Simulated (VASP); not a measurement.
# PbO (Pbcm) in VASP: a series of runs, part 2 of 2

VASP 6.6.1. Earlier steps stand in the parts before.

### 4 Band structure, PBEsol

The input, POSCAR:

```
PbO
1.0
    5.8760000000      0.0000000000      0.0000000000
    0.0000000000      5.4760000000      0.0000000000
    0.0000000000      0.0000000000      4.7430000000
Pb O
4 4
Direct
    0.7690000000      0.5140000000      0.2500000000
    0.2310000000      0.4860000000      0.7500000000
    0.7690000000      0.9860000000      0.7500000000
    0.2310000000      0.0140000000      0.2500000000
    0.1320000000      0.5820000000      0.2500000000
    0.8680000000      0.4180000000      0.7500000000
    0.1320000000      0.9180000000      0.7500000000
    0.8680000000      0.0820000000      0.2500000000
```

The input, INCAR.step1:

```
SYSTEM = PbO
PREC = Accurate
ENCUT = 520
EDIFF = 1E-6
ISMEAR = 0
SIGMA = 0.02
LREAL = .FALSE.
LASPH = .TRUE.
NELM = 100
ALGO = Normal
ISIF = 2
LWAVE = .FALSE.
LCHARG = .TRUE.
GGA = PS
KPAR = 2
```

The input, KPOINTS.step1:

```
regular mesh
0
G
  6 6 6
  0 0 0
```

The input, INCAR.step2:

```
SYSTEM = PbO
PREC = Accurate
ENCUT = 520
EDIFF = 1E-6
ISMEAR = 0
SIGMA = 0.05
LREAL = .FALSE.
LASPH = .TRUE.
NELM = 100
ALGO = Normal
ISIF = 2
LWAVE = .FALSE.
LCHARG = .FALSE.
GGA = PS
ICHARG = 11
KPAR = 2
```

The input, KPOINTS.step2:

```
path GXSYGZURTZ,YT,UX,SR
15
line-mode
reciprocal
 0.0000000000  0.0000000000  0.0000000000  G
 0.0000000000  0.0000000000 -0.5000000000  X

 0.0000000000  0.0000000000 -0.5000000000  X
 0.0000000000 -0.5000000000 -0.5000000000  S

 0.0000000000 -0.5000000000 -0.5000000000  S
 0.0000000000 -0.5000000000  0.0000000000  Y

 0.0000000000 -0.5000000000  0.0000000000  Y
 0.0000000000  0.0000000000  0.0000000000  G

 0.0000000000  0.0000000000  0.0000000000  G
-0.5000000000  0.0000000000  0.0000000000  Z

-0.5000000000  0.0000000000  0.0000000000  Z
-0.5000000000  0.0000000000 -0.5000000000  U

-0.5000000000  0.0000000000 -0.5000000000  U
-0.5000000000 -0.5000000000 -0.5000000000  R

-0.5000000000 -0.5000000000 -0.5000000000  R
-0.5000000000 -0.5000000000  0.0000000000  T

-0.5000000000 -0.5000000000  0.0000000000  T
-0.5000000000  0.0000000000  0.0000000000  Z

 0.0000000000 -0.5000000000  0.0000000000  Y
-0.5000000000 -0.5000000000  0.0000000000  T

-0.5000000000  0.0000000000 -0.5000000000  U
 0.0000000000  0.0000000000 -0.5000000000  X

 0.0000000000 -0.5000000000 -0.5000000000  S
-0.5000000000 -0.5000000000 -0.5000000000  R
```

On the command line:

```bash
$ cat potpaw_PBE.64/Pb_d/POTCAR potpaw_PBE.64/O/POTCAR > POTCAR
$ cp INCAR.step1 INCAR
$ cp KPOINTS.step1 KPOINTS
$ mpirun -np 2 vasp_std > vasp.out
$ cp INCAR.step2 INCAR
$ cp KPOINTS.step2 KPOINTS
$ mpirun -np 2 vasp_std > vasp.out
```

Run time: 4.6 min. Hardware: 2 MPI ranks of Intel Xeon Platinum 8559C (Emerald Rapids), shared host; peak memory 0.92 GiB.

Results (log left out):

- Band gap on the k mesh: 1.89 eV, indirect (least direct gap 2.10 eV)
- Band gap along the path: 1.89 eV, indirect (least direct gap 2.11 eV)

Levels at the corners of the path, in eV from the valence-band top:
```csv
point,band 36,band 37,band 38,band 39,band 40,band 41,band 42,band 43,band 44,band 45
Γ,-1.45,-1.41,-1.03,-0.37,-0.02,3.51,4.02,4.34,4.72,4.91
X,-1.22,-0.72,-0.72,-0.17,-0.17,4.13,4.13,4.68,4.68,5.23
X,-1.22,-0.72,-0.72,-0.17,-0.17,4.13,4.13,4.68,4.68,5.23
S,-1.31,-0.64,-0.64,-0.64,-0.64,3.18,3.18,3.18,3.18,6.27
S,-1.31,-0.64,-0.64,-0.64,-0.64,3.18,3.18,3.18,3.18,6.27
Y,-1.53,-0.75,-0.75,-0.11,-0.11,3.66,3.66,4.71,4.71,5.08
Y,-1.53,-0.75,-0.75,-0.11,-0.11,3.66,3.66,4.71,4.71,5.08
Γ,-1.45,-1.41,-1.03,-0.37,-0.02,3.51,4.02,4.34,4.72,4.91
Γ,-1.45,-1.41,-1.03,-0.37,-0.02,3.51,4.02,4.34,4.72,4.91
Z,-1.30,-1.08,-0.67,-0.57,-0.01,2.73,2.93,3.32,5.07,5.93
Z,-1.30,-1.08,-0.67,-0.57,-0.01,2.73,2.93,3.32,5.07,5.93
U,-0.88,-0.51,-0.51,-0.41,-0.41,3.24,3.24,3.38,3.38,4.85
U,-0.88,-0.51,-0.51,-0.41,-0.41,3.24,3.24,3.38,3.38,4.85
R,-1.21,-0.55,-0.55,-0.55,-0.55,2.40,2.40,2.40,2.40,6.69
R,-1.21,-0.55,-0.55,-0.55,-0.55,2.40,2.40,2.40,2.40,6.69
T,-1.60,-0.55,-0.55,-0.43,-0.43,3.10,3.10,3.82,3.82,4.13
T,-1.60,-0.55,-0.55,-0.43,-0.43,3.10,3.10,3.82,3.82,4.13
Z,-1.30,-1.08,-0.67,-0.57,-0.01,2.73,2.93,3.32,5.07,5.93
Y,-1.53,-0.75,-0.75,-0.11,-0.11,3.66,3.66,4.71,4.71,5.08
T,-1.60,-0.55,-0.55,-0.43,-0.43,3.10,3.10,3.82,3.82,4.13
U,-0.88,-0.51,-0.51,-0.41,-0.41,3.24,3.24,3.38,3.38,4.85
X,-1.22,-0.72,-0.72,-0.17,-0.17,4.13,4.13,4.68,4.68,5.23
S,-1.31,-0.64,-0.64,-0.64,-0.64,3.18,3.18,3.18,3.18,6.27
R,-1.21,-0.55,-0.55,-0.55,-0.55,2.40,2.40,2.40,2.40,6.69
```

Caveat: the log is that of the step along the path at fixed density, whose energy, stress, charges and moments have no meaning; the PAW data sets were made with another functional, which shifts forces and pressure a little; spin-orbit coupling is left out, which as a rule narrows the gap of such compounds by several tenths of an eV; the cell's inner coordinates are idealised or old, which leaves forces on the atoms.

### 5 Band structure, r2SCAN

The input, INCAR:

```
SYSTEM = PbO
PREC = Accurate
ENCUT = 520
EDIFF = 1E-6
ISMEAR = 0
SIGMA = 0.02
LREAL = .FALSE.
LASPH = .TRUE.
NELM = 100
ALGO = Normal
ISIF = 2
LWAVE = .FALSE.
LCHARG = .FALSE.
METAGGA = R2SCAN
LMIXTAU = .TRUE.
KPAR = 2
```

The input, KPOINTS:

```
regular mesh
0
G
  6 6 6
  0 0 0
```

POSCAR is that of step 4.

The input, KPOINTS_OPT:

```
path GXSYGZURTZ,YT,UX,SR
15
line-mode
reciprocal
 0.0000000000  0.0000000000  0.0000000000  G
 0.0000000000  0.0000000000 -0.5000000000  X

 0.0000000000  0.0000000000 -0.5000000000  X
 0.0000000000 -0.5000000000 -0.5000000000  S

 0.0000000000 -0.5000000000 -0.5000000000  S
 0.0000000000 -0.5000000000  0.0000000000  Y

 0.0000000000 -0.5000000000  0.0000000000  Y
 0.0000000000  0.0000000000  0.0000000000  G

 0.0000000000  0.0000000000  0.0000000000  G
-0.5000000000  0.0000000000  0.0000000000  Z

-0.5000000000  0.0000000000  0.0000000000  Z
-0.5000000000  0.0000000000 -0.5000000000  U

-0.5000000000  0.0000000000 -0.5000000000  U
-0.5000000000 -0.5000000000 -0.5000000000  R

-0.5000000000 -0.5000000000 -0.5000000000  R
-0.5000000000 -0.5000000000  0.0000000000  T

-0.5000000000 -0.5000000000  0.0000000000  T
-0.5000000000  0.0000000000  0.0000000000  Z

 0.0000000000 -0.5000000000  0.0000000000  Y
-0.5000000000 -0.5000000000  0.0000000000  T

-0.5000000000  0.0000000000 -0.5000000000  U
 0.0000000000  0.0000000000 -0.5000000000  X

 0.0000000000 -0.5000000000 -0.5000000000  S
-0.5000000000 -0.5000000000 -0.5000000000  R
```

On the command line:

```bash
$ cat potpaw_PBE.64/Pb_d/POTCAR potpaw_PBE.64/O/POTCAR > POTCAR
$ mpirun -np 2 vasp_std > vasp.out
```

Wall time 15 min (2 MPI ranks of Intel Xeon Platinum 8559C (Emerald Rapids), shared host); peak memory 0.71 GiB.

The run converged. Its results:

| Item | Value |
| --- | --- |
| Free energy | -258.5515 eV |
| Pressure | -0.6 GPa |
| Largest force | 1.021 eV/Å |
| Band gap on the k mesh | 2.34 eV, indirect (least direct gap 2.55 eV) |
| Band gap along the path | 2.34 eV, indirect (least direct gap 2.56 eV) |

Forces in eV/Å, atoms in the order of the input:
```
Pb   0.023 -1.021  0.000
Pb  -0.023  1.021  0.000
Pb   0.023  1.021  0.000
Pb  -0.023 -1.021  0.000
O    0.614  0.360  0.000
O   -0.614 -0.360  0.000
O    0.614 -0.360  0.000
O   -0.614  0.360  0.000
```

Stress tensor (GPa, compression positive):
```
 3.52  0.00  0.00
 0.00 -4.16  0.00
 0.00  0.00 -1.05
```

Levels at the corners of the path, in eV from the valence-band top:
| point | band 37 | band 38 | band 39 | band 40 | band 41 | band 42 | band 43 | band 44 |
| --- | --- | --- | --- | --- | --- | --- | --- | --- |
| Γ | -1.43 | -1.04 | -0.37 | 0.00 | 3.94 | 4.54 | 4.81 | 5.23 |
| X | -0.73 | -0.73 | -0.17 | -0.17 | 4.58 | 4.58 | 5.22 | 5.22 |
| X | -0.73 | -0.73 | -0.17 | -0.17 | 4.58 | 4.58 | 5.22 | 5.22 |
| S | -0.63 | -0.63 | -0.63 | -0.63 | 3.65 | 3.65 | 3.65 | 3.65 |
| S | -0.63 | -0.63 | -0.63 | -0.63 | 3.65 | 3.65 | 3.65 | 3.65 |
| Y | -0.76 | -0.76 | -0.10 | -0.10 | 4.18 | 4.18 | 5.20 | 5.20 |
| Y | -0.76 | -0.76 | -0.10 | -0.10 | 4.18 | 4.18 | 5.20 | 5.20 |
| Γ | -1.43 | -1.04 | -0.37 | 0.00 | 3.94 | 4.54 | 4.81 | 5.23 |
| Γ | -1.43 | -1.04 | -0.37 | 0.00 | 3.94 | 4.54 | 4.81 | 5.23 |
| Z | -1.09 | -0.68 | -0.54 | -0.01 | 3.15 | 3.43 | 3.78 | 5.65 |
| Z | -1.09 | -0.68 | -0.54 | -0.01 | 3.15 | 3.43 | 3.78 | 5.65 |
| U | -0.51 | -0.51 | -0.40 | -0.40 | 3.68 | 3.68 | 3.92 | 3.92 |
| U | -0.51 | -0.51 | -0.40 | -0.40 | 3.68 | 3.68 | 3.92 | 3.92 |
| R | -0.54 | -0.54 | -0.54 | -0.54 | 2.83 | 2.83 | 2.83 | 2.83 |
| R | -0.54 | -0.54 | -0.54 | -0.54 | 2.83 | 2.83 | 2.83 | 2.83 |
| T | -0.53 | -0.53 | -0.43 | -0.43 | 3.62 | 3.62 | 4.29 | 4.29 |
| T | -0.53 | -0.53 | -0.43 | -0.43 | 3.62 | 3.62 | 4.29 | 4.29 |
| Z | -1.09 | -0.68 | -0.54 | -0.01 | 3.15 | 3.43 | 3.78 | 5.65 |
| Y | -0.76 | -0.76 | -0.10 | -0.10 | 4.18 | 4.18 | 5.20 | 5.20 |
| T | -0.53 | -0.53 | -0.43 | -0.43 | 3.62 | 3.62 | 4.29 | 4.29 |
| U | -0.51 | -0.51 | -0.40 | -0.40 | 3.68 | 3.68 | 3.92 | 3.92 |
| X | -0.73 | -0.73 | -0.17 | -0.17 | 4.58 | 4.58 | 5.22 | 5.22 |
| S | -0.63 | -0.63 | -0.63 | -0.63 | 3.65 | 3.65 | 3.65 | 3.65 |
| R | -0.54 | -0.54 | -0.54 | -0.54 | 2.83 | 2.83 | 2.83 | 2.83 |

Caveat: the PAW data sets were made with another functional, which shifts forces and pressure a little; spin-orbit coupling is left out, which as a rule narrows the gap of such compounds by several tenths of an eV; the cell's inner coordinates are idealised or old, which leaves forces on the atoms.

### 6 Band structure, TB-mBJ

POSCAR is that of step 5.

The input, INCAR.step1:

```
SYSTEM = PbO
PREC = Accurate
ENCUT = 520
EDIFF = 1E-5
ISMEAR = 0
SIGMA = 0.02
LREAL = .FALSE.
LASPH = .TRUE.
NELM = 100
ALGO = Normal
ISIF = 2
LWAVE = .TRUE.
LCHARG = .FALSE.
GGA = PE
KPAR = 2
```

The input, INCAR.step2:

```
SYSTEM = PbO
PREC = Accurate
ENCUT = 520
EDIFF = 1E-6
ISMEAR = 0
SIGMA = 0.02
LREAL = .FALSE.
LASPH = .TRUE.
NELM = 100
ALGO = Normal
ISIF = 2
LWAVE = .FALSE.
LCHARG = .FALSE.
METAGGA = MBJ
ISTART = 1
KPAR = 2
```

KPOINTS is that of step 5.

KPOINTS_OPT is that of step 5.

Potentials or basis: VASP PAW PBE potentials, release 64 (Pb_d, O).

On the command line:

```bash
$ cat potpaw_PBE.64/Pb_d/POTCAR potpaw_PBE.64/O/POTCAR > POTCAR
$ cp INCAR.step1 INCAR
$ mpirun -np 2 vasp_std > vasp.out
$ cp INCAR.step2 INCAR
$ mpirun -np 2 vasp_std > vasp.out
```

It took 15 min on 2 MPI ranks of Intel Xeon Platinum 8559C (Emerald Rapids), shared host; peak memory 0.69 GiB.

The run converged. Its results:

```yaml
Band_gap_on_the_k_mesh: 2.71 eV, indirect (least direct gap 2.92 eV)
Band_gap_along_the_path: 2.70 eV, indirect (least direct gap 2.92 eV)
```

Levels at the corners of the path, in eV from the valence-band top:
```
point  band 37  band 38  band 39  band 40  band 41  band 42  band 43  band 44
    Γ    -1.31    -1.15    -0.37     0.00     4.22     4.75     5.00     5.53
    X    -0.75    -0.75    -0.19    -0.19     4.81     4.81     5.52     5.52
    X    -0.75    -0.75    -0.19    -0.19     4.81     4.81     5.52     5.52
    S    -0.63    -0.63    -0.63    -0.63     3.97     3.97     3.97     3.97
    S    -0.63    -0.63    -0.63    -0.63     3.97     3.97     3.97     3.97
    Y    -0.79    -0.79    -0.08    -0.08     4.55     4.55     5.41     5.41
    Y    -0.79    -0.79    -0.08    -0.08     4.55     4.55     5.41     5.41
    Γ    -1.31    -1.15    -0.37     0.00     4.22     4.75     5.00     5.53
    Γ    -1.31    -1.15    -0.37     0.00     4.22     4.75     5.00     5.53
    Z    -1.18    -0.58    -0.51    -0.04     3.44     3.84     4.08     5.91
    Z    -1.18    -0.58    -0.51    -0.04     3.44     3.84     4.08     5.91
    U    -0.46    -0.46    -0.40    -0.40     3.97     3.97     4.31     4.31
    U    -0.46    -0.46    -0.40    -0.40     3.97     3.97     4.31     4.31
    R    -0.50    -0.50    -0.50    -0.50     3.14     3.14     3.14     3.14
    R    -0.50    -0.50    -0.50    -0.50     3.14     3.14     3.14     3.14
    T    -0.51    -0.51    -0.42    -0.42     4.01     4.01     4.63     4.63
    T    -0.51    -0.51    -0.42    -0.42     4.01     4.01     4.63     4.63
    Z    -1.18    -0.58    -0.51    -0.04     3.44     3.84     4.08     5.91
    Y    -0.79    -0.79    -0.08    -0.08     4.55     4.55     5.41     5.41
    T    -0.51    -0.51    -0.42    -0.42     4.01     4.01     4.63     4.63
    U    -0.46    -0.46    -0.40    -0.40     3.97     3.97     4.31     4.31
    X    -0.75    -0.75    -0.19    -0.19     4.81     4.81     5.52     5.52
    S    -0.63    -0.63    -0.63    -0.63     3.97     3.97     3.97     3.97
    R    -0.50    -0.50    -0.50    -0.50     3.14     3.14     3.14     3.14
```

Caveat: the PAW data sets were made with another functional, which shifts forces and pressure a little; spin-orbit coupling is left out, which as a rule narrows the gap of such compounds by several tenths of an eV; the cell's inner coordinates are idealised or old, which leaves forces on the atoms.

### 7 The reference run

An earlier run on the cell as given: functional PBE; potentials or basis VASP PAW PBE potentials, release 64 (Pb_d, O); cutoff 520 eV; k mesh 5 × 5 × 6; occupations fermi-dirac, width 0.05 eV; no spin polarisation.

- Pressure: 2.4 GPa
- Largest force: 0.947 eV/Å
- Band gap on the k mesh: 1.97 eV, indirect (least direct gap 2.15 eV)

### 8 The runs side by side

| task | level | potentials or basis | k mesh | smearing | ladder | gap on the mesh (eV) | pressure (GPa) | largest force (eV/Å) |
| --- | --- | --- | --- | --- | --- | --- | --- | --- |
| band structure | LDA | VASP PAW LDA potentials, release 64 (Pb_d, O) | 6 × 6 × 6 | gaussian 0.02 eV | gaps | 1.88 | - | - |
| band structure | PBE | VASP PAW PBE potentials, release 64 (Pb_d, O) | 6 × 6 × 6 | gaussian 0.02 eV | gaps | 1.96 | - | - |
| band structure | PBEsol | VASP PAW PBE potentials, release 64 (Pb_d, O) | 6 × 6 × 6 | gaussian 0.02 eV | gaps | 1.89 | - | - |
| band structure | r2SCAN | VASP PAW PBE potentials, release 64 (Pb_d, O) | 6 × 6 × 6 | gaussian 0.02 eV | gaps | 2.34 | -0.6 | 1.02 |
| band structure | TB-mBJ | VASP PAW PBE potentials, release 64 (Pb_d, O) | 6 × 6 × 6 | gaussian 0.02 eV | gaps | 2.71 | - | - |
| single point | PBE | VASP PAW PBE potentials, release 64 (Pb_d, O) | 5 × 5 × 6 | fermi-dirac 0.05 eV | - | 1.97 | 2.4 | 0.95 |

Alike in all rows: no spin polarisation; cell as given; cutoff (eV) 520.

Caveats: spin-orbit coupling is left out, which as a rule narrows the gap of such compounds by several tenths of an eV; the cell's inner coordinates are idealised or old, which leaves forces on the atoms; the PAW data sets were made with another functional, which shifts forces and pressure a little (some runs); an odd mesh through Γ misses points on the zone boundary, where band edges often lie (some runs).

Total energies depend on the potentials used, so only differences within one code and one set of settings carry meaning.
